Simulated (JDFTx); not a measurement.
Crystal: Al.

```
Al
1.0
     2.72176    0.00000    0.00000
     0.00000    2.72176    0.00000
     0.00000    0.00000    2.72176
Al
1
Direct
  0.00000 0.00000 0.00000
```

The cell was built by a generator and needn't be a form met in nature.

```yaml
Program: JDFTx 1.7.0 (patched build)
Task: relaxation of cell and atoms
Functional: LDA
Potentials_or_basis: SG15-PBE-1.2 with smoothed tails
Cutoff: 1088 eV
Density_cutoff: 4354 eV
k_mesh: 5 × 5 × 5
Occupations: fermi-dirac, width 0.05 eV
Spin: no spin polarisation
```

At the start: pressure -3.4 GPa; volume 20.16 Å³/atom.

Task: Where does the relaxation end?

Result: Over 5 steps the energy falls by 13.5 meV/atom and the volume is 18.97 Å³/atom (-5.9 %); space group Pm-3m (No. 221, to 0.05 Å).

Step by step:
```
step  energy change (eV)  largest force (eV/Å)  pressure (GPa)  volume (Å³)
   1              0.0000                0.0000           -3.45        20.16
   2             -0.0050                0.0000           -2.80        19.91
   3             -0.0135                0.0000            0.10        18.94
   4             -0.0135                0.0000            0.00        18.97
   5             -0.0135                0.0000            0.00        18.97
```

Final structure:
```
CELL_PARAMETERS angstrom
2.66717 0.00000 0.00000
0.00000 2.66717 0.00000
0.00000 0.00000 2.66717
ATOMIC_POSITIONS crystal
Al 0.00000 0.00000 0.00000
```

Caveat: the k mesh is coarse (spacing up to 0.46 Å⁻¹), so the values aren't converged; the potentials were made for another functional, which shifts forces and pressure.
